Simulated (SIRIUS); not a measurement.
Wanted: the native input for a SIRIUS 7.10.0 run.

```
Task                                        : single point
Functional                                  : PBEsol
Potentials or basis                         : PseudoDojo 0.4.1 PBEsol standard (scalar relativistic)
Cutoff                                      : 1127 eV
Density cutoff                              : 4507 eV
k mesh                                      : 11 × 11 × 11
Occupations                                 : fermi-dirac, width 0.05 eV
Spin                                        : no spin polarisation
Libxc names                                 : ["XC_GGA_X_PBE_SOL", "XC_GGA_C_PBE_SOL"]
Energy tol                                  : 1e-08 Ha
Density tol                                 : 1e-06
Mixer                                       : anderson
Mixing beta                                 : 0.7
Max scf                                     : 100
Radial cutoff for the potentials' integrals : 6.5 bohr
```

The system is Nb.

```
Nb
1.0
    -1.66395    1.66395    1.66395
     1.66395   -1.66395    1.66395
     1.66395    1.66395   -1.66395
Nb
1
Direct
  0.00000 0.00000 0.00000
```

These files were run (other wordings do the same):

sirius.json

```json
{
  "control": {
    "processing_unit": "cpu",
    "verbosity": 2,
    "num_bands_to_print": 13,
    "print_forces": true,
    "print_stress": true
  },
  "parameters": {
    "electronic_structure_method": "pseudopotential",
    "xc_functionals": ["XC_GGA_X_PBE_SOL", "XC_GGA_C_PBE_SOL"],
    "gk_cutoff": 9.1,
    "pw_cutoff": 18.2,
    "ngridk": [11, 11, 11],
    "shiftk": [0, 0, 0],
    "smearing": "fermi_dirac",
    "smearing_width": 0.0018374661,
    "num_bands": 13,
    "num_mag_dims": 0,
    "num_dft_iter": 100,
    "energy_tol": 1e-08,
    "density_tol": 1e-06
  },
  "iterative_solver": {
    "type": "davidson",
    "min_tolerance": 1e-09,
    "tolerance_scale": [0.1, 0.25]
  },
  "mixer": {
    "type": "anderson",
    "beta": 0.7,
    "max_history": 8
  },
  "settings": {
    "tol_ne": 1e-10,
    "pseudo_grid_cutoff": 6.5
  },
  "unit_cell": {
    "lattice_vectors": [
      [-3.144409785071, 3.144409785071, 3.144409785071],
      [3.144409785071, -3.144409785071, 3.144409785071],
      [3.144409785071, 3.144409785071, -3.144409785071]
    ],
    "atom_coordinate_units": "lattice",
    "atom_types": ["Nb"],
    "atom_files": {
      "Nb": "Nb.json"
    },
    "atoms": {
      "Nb": [
        [0.0, 0.0, 0.0]
      ]
    }
  }
}
```

Potentials or basis: PseudoDojo 0.4.1 PBEsol standard (scalar relativistic).

Run with:

```bash
$ upf_to_json Nb.upf
$ OMP_NUM_THREADS=1 sirius.scf --input=sirius.json --output=out.json --task=0
```

It gave:

```json
{"Pressure": "-7.7 GPa", "Band gap on the k mesh": "none (metal or under the smearing width)"}
```

Run time: 20 s on 1 thread of Arm Neoverse V1, with other jobs on the host, peak memory 0.28 GiB.
